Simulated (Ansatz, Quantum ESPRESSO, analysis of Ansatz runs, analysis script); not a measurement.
# N_i in AlN (P6_3mc): one cell, two programs (Ansatz and Quantum ESPRESSO), part 2 of 2

Aim: the levels of N_i in AlN (P6_3mc) from two independent programs, on the same model: a cell of 72 host atoms with 1 N put in. One script applies the same correction to both.

Ansatz and Quantum ESPRESSO ; two programs on one cell.

So far: The starting structure; Ansatz: the charge states.

## Step 3: Quantum ESPRESSO: the charge states

Level of this step: Quantum ESPRESSO plane-wave DFT, PBEsol, GBRV 1.5 PBEsol potentials; relaxation of all atoms of a defect supercell at fixed charge in a uniform background (Quantum ESPRESSO).

Each charge needs its own total energy at its own relaxed structure. Quantum ESPRESSO starts from the structures that Ansatz relaxed in the same cell. A uniform background keeps charged cells neutral.

Method: Quantum ESPRESSO plane-wave DFT, PBEsol, GBRV 1.5 PBEsol potentials. One state in full; the table below says how the others differ.

Contents of pw.in:

```
&CONTROL
  calculation = 'relax'
  prefix = 'pwscf'
  outdir = './tmp'
  pseudo_dir = './pseudo'
  tprnfor = .true.
  disk_io = 'low'
  nstep = 70
  forc_conv_thr = 0.00078
  etot_conv_thr = 0.0001
/
&SYSTEM
  ibrav = 0
  nat = 73
  ntyp = 2
  ecutwfc = 40
  ecutrho = 324
  nbnd = 152
  occupations = 'fixed'
  tot_charge = -3
  nosym = .true.
/
&ELECTRONS
  conv_thr = 7d-08
  electron_maxstep = 100
  mixing_beta = 0.5
/
&IONS
  ion_dynamics = 'bfgs'
/
ATOMIC_SPECIES
Al    26.9815 al_pbesol_v1.uspp.F.UPF
N     14.0070 n_pbesol_v1.2.uspp.F.UPF
CELL_PARAMETERS angstrom
   9.3449669604   -0.0000000009    0.0000000000
  -4.6724836302    8.0929788684    0.0000000000
   0.0000000000    0.0000000000    9.9778324024
ATOMIC_POSITIONS crystal
Al     0.2231892229    0.1125002680    0.2457998734
Al     0.1132525802    0.2223810361    0.5060430054
[... 30 atom lines left out ...]
Al     0.5677421625    0.4658007670    0.2364322656
[... 4 atom lines left out ...]
Al     0.4643521946    0.5652817609    1.0130727749
N      0.5520198819    0.4351105931    0.9288793461
[... 1 atom line left out ...]
Al     0.5670403335    0.7684889368    0.2368587158
[... 5 atom lines left out ...]
N      0.5521063905    0.7833670448    0.9292507672
[... 12 atom lines left out ...]
N      0.7965077792    0.5393677116    0.2069395475
[... 1 atom line left out ...]
Al     0.7706824323    0.5651181206    1.0127294802
[... 2 atom lines left out ...]
Al     0.8699160178    0.7680307726    0.2364432055
[... 2 atom lines left out ...]
N      0.7955972196    0.9226094312    0.2080514331
[... 1 atom line left out ...]
Al     0.7703205711    0.8713246808    1.0130691482
N      0.9005104081    0.7837812701    0.9288208945
[... 1 atom line left out ...]
N      0.6687791005    0.6670381341    0.1097097427
K_POINTS crystal
1
0.25 0.25 0.25 1.0
```

Contents of pp_potential.in:

```
&INPUTPP
  prefix = 'pwscf'
  outdir = './tmp'
  filplot = 'potential.dat'
  plot_num = 11
/
&PLOT
  nfile = 1
  filepp(1) = 'potential.dat'
  iflag = 3
  output_format = 6
  fileout = 'potential.cube'
/
```

Started as:

```sh
> OMP_NUM_THREADS=1 mpirun -n 4 pw.x -in pw.in > pw.out
> OMP_NUM_THREADS=1 mpirun -n 4 pp.x -in pp_potential.in > pp_potential.out
```

The log of the run:

```text
[shortened: banners, details of potentials and solvers, and blank lines are left out]
     one sub-group per band group will be used
     scalapack distributed-memory algorithm (size of sub-group:  2*  2 procs)
     bravais-lattice index     =            0
     lattice parameter (alat)  =      17.6594  a.u.
     unit-cell volume          =    5092.3586 (a.u.)^3
     number of atoms/cell      =           73
     number of atomic types    =            2
     number of electrons       =       296.00
     number of Kohn-Sham states=          152
     kinetic-energy cutoff     =      40.0000  Ry
     charge density cutoff     =     324.0000  Ry
     scf convergence threshold =      7.0E-08
     mixing beta               =       0.5000
     number of iterations used =            8  plain     mixing
     energy convergence thresh.=      1.0E-04
     force convergence thresh. =      7.8E-04
     Exchange-correlation= SLA  PW   PSX  PSC
                           (   1   4  10   8   0   0   0)
[...]
new trust radius        =       0.0017666776 bohr
[...]
ATOMIC_POSITIONS (crystal)
Al               0.2231947023        0.1124972651        0.2458113929
[...]
Self-consistent Calculation
[...]
k = 0.2500 0.4330 0.2341 ( 21770 PWs)   bands (ev):
    -7.9365  -7.6340  -7.5955  -7.4238  -7.1661  -7.1400  -6.7746  -6.6934
[...]
highest occupied, lowest unoccupied level (ev):     8.8757   11.9186
!    total energy              =    -988.62477038 Ry
[...]
convergence has been achieved in   6 iterations
     Forces acting on atoms (cartesian axes, Ry/au):
     atom    1 type  1   force =    -0.00000796   -0.00000551    0.00002508
[...]
Total force =     0.001044     Total SCF correction =     0.000021
[...]
bfgs converged in   3 scf cycles and   2 bfgs steps
[...]
End of BFGS Geometry Optimization
     Final energy             =    -988.6247703752 Ry
[...]
ATOMIC_POSITIONS (crystal)
Al               0.2231993413        0.1124932957        0.2458195857
[...]
JOB DONE.
```

Wall time 54 s (4 MPI ranks of AMD EPYC 9R45, shared host); peak memory 1 GiB.

The runs, on 4 MPI ranks of AMD EPYC 9R45, shared host:

| charge | moment held (μB) | k-points | occupations | outcome | force calls | largest force component (eV/Å) | time |
| --- | --- | --- | --- | --- | --- | --- | --- |
| −3 | no spin | one point at (¼, ¼, ¼) | fixed | converged | 3 | 0.0070 | 54 s |
| −1 | no spin | one point at (¼, ¼, ¼) | fixed | converged | 2 | 0.012 | 38 s |
| +1 | no spin | one point at (¼, ¼, ¼) | 0.01 eV wide | converged | 5 | 0.018 | 86 s |
| −3 | 2 | one point at (¼, ¼, ¼) | fixed | converged | 2 | 0.0090 | 75 s |
| −2 | 1 | one point at (¼, ¼, ¼) | fixed | converged | 2 | 0.018 | 82 s |
| 0 | 1 | one point at (¼, ¼, ¼) | fixed | converged | 3 | 0.0089 | 97 s |

## Step 4: Corrections

A charged cell interacts with its periodic copies and the background. The energy of a point charge, screened by the host's static dielectric constant, removes the leading part. The potential at far atoms (Gaussian weight of 0.7 Å), less the host's and less the model's, gives a shift, which enters times the charge. Each program has its own host run, band edges and elemental references.

Ansatz, by state, in eV:

| charge | moment (μB) | energy over the host, electrons at the valence top | point-charge term | shift at far sites | its spread | correction |
| --- | --- | --- | --- | --- | --- | --- |
| −3 | 0 | -365.192 | 2.348 | 0.162 | 0.072 | 1.863 |
| −1 | 0 | -371.796 | 0.261 | 0.091 | 0.068 | 0.170 |
| +1 | 0 | -374.820 | 0.261 | 0.036 | 0.087 | 0.297 |
| −3 | 2 | -362.878 | 2.348 | 0.206 | 0.118 | 1.730 |
| −2 | 1 | -367.385 | 1.044 | 0.136 | 0.057 | 0.771 |
| 0 | 1 | -373.611 | 0.000 | 0.069 | 0.067 | 0.000 |

Quantum ESPRESSO, by state, in eV:

| charge | moment (μB) | energy over the host, electrons at the valence top | point-charge term | shift at far sites | its spread | correction |
| --- | --- | --- | --- | --- | --- | --- |
| −3 | 0 | -260.074 | 2.348 | 0.159 | 0.086 | 1.871 |
| −1 | 0 | -266.653 | 0.261 | 0.086 | 0.073 | 0.175 |
| +1 | 0 | -269.625 | 0.261 | 0.024 | 0.094 | 0.285 |
| −3 | 2 | -257.778 | 2.348 | 0.204 | 0.113 | 1.737 |
| −2 | 1 | -262.272 | 1.044 | 0.133 | 0.070 | 0.778 |
| 0 | 1 | -268.458 | 0.000 | 0.060 | 0.075 | 0.000 |

## Step 5: Side by side

Gap and levels in eV, each from its own valence top; in brackets without the correction:

| program | gap | (+1/0) | (0/−1) | (−1/−2) | (−2/−3) |
| --- | --- | --- | --- | --- | --- |
| Ansatz | 4.084 | 0.913 (1.209) | 1.985 (1.814) | 5.012 (4.411) | 3.286 (2.193) |
| Quantum ESPRESSO | 4.075 | 0.882 (1.167) | 1.979 (1.804) | 4.985 (4.382) | 3.290 (2.197) |

Formation energies in eV, Fermi level at the valence top, the exchanged atoms taken from or given to their elements:

| charge | Ansatz | Quantum ESPRESSO | difference |
| --- | --- | --- | --- |
| +1 | 3.953 | 3.962 | 0.009 |
| 0 | 4.866 | 4.844 | -0.022 |
| −1 | 6.850 | 6.823 | -0.027 |
| −2 | 11.862 | 11.808 | -0.054 |
| −3 | 15.148 | 15.098 | -0.050 |

## Step 6: Results

```json
{
  "difference in the gap": "0.009 eV",
  "largest difference in a level": "0.031 eV",
  "largest difference in a formation energy": "0.054 eV"
}
```

In words: The corrected levels differ by at most 0.031 eV, at (+1/0), the gaps by 0.009 eV and the formation energies by 0.054 eV. Ansatz gives (+1/0) at 0.91 and (0/−1) at 1.98 eV above the valence top, in a gap of 4.08 eV (charges −3 to +1 were run). Quantum ESPRESSO gives (+1/0) at 0.88 and (0/−1) at 1.98 eV above the valence top, in a gap of 4.08 eV (charges −3 to +1 were run). From the first structures the second relaxations gained under 0.001 eV. The remarks that follow take the numbers of Ansatz. Of the steps between neighbouring charges, (−1/−2) (5.01 eV) lies outside the gap. Where such a step puts a carrier into a host band, it costs more at these k-points than at the band edge (no band-filling term is applied), and its value means little; where the carrier stays bound, the too small gap or a large relaxation puts the step outside. The step into charge −2 lies higher than the step out of it, so by these energies that charge is never the lowest (negative-U order). At this k-point the host supercell misses the unit cell's energy on a dense mesh by 0.016 eV an atom, so the levels may move on a mesh. The largest move off an ideal site is 0.8 Å at charge −2 and 1.2 Å at 0; each charge was relaxed from one start, so a lower structure may have been missed. At charge +1 filled and empty levels lie within 0.3 eV and only the state without spin was run, so a spin-aligned state could be lower. The added atom ends up to 1.1 Å from its starting site, where the model charge stands; other sites weren't tried, so a charge may sit in a place that isn't its lowest. The potential shift scatters over the far sites; times the charge that is up to 0.36 eV, a measure of how far the corrections hold. The elemental reference is the N2 molecule, taken at 0 K, with no correction of the binding and no zero-point energy. Core time for the states listed: 16 min with Ansatz, the first from displaced ideal sites and the others chained to it, 29 min with Quantum ESPRESSO from relaxed ones, on shared hosts. Agreement tests the programs, not the model: both share the functional (Ansatz's PAW files were made with PBE), the cell, the sampling and the correction. Limits: one k-point off the zone centre stands for the whole zone; the host was not tested for a distortion of lower energy; PBEsol makes the gap too small and tends to spread out bound carriers.

[Logs are printed without paths, hosts, clocks, repeated set-up lines and the standing remarks that a program may print on its own settings, such as how far it seeks lower states.]

[Hosts, paths, dates, database ids (printed as entryN), source tags and the programs' standing remarks are cut or masked in the printed files.]

[Where a table of states has a column of steps, it counts the stored structures, which are thinned; the runs took as many ionic steps or more.]

[For some hosts the program warned that the k-mesh of the response run may be too coarse for force constants and the static dielectric constant; such warnings are not shown here.]
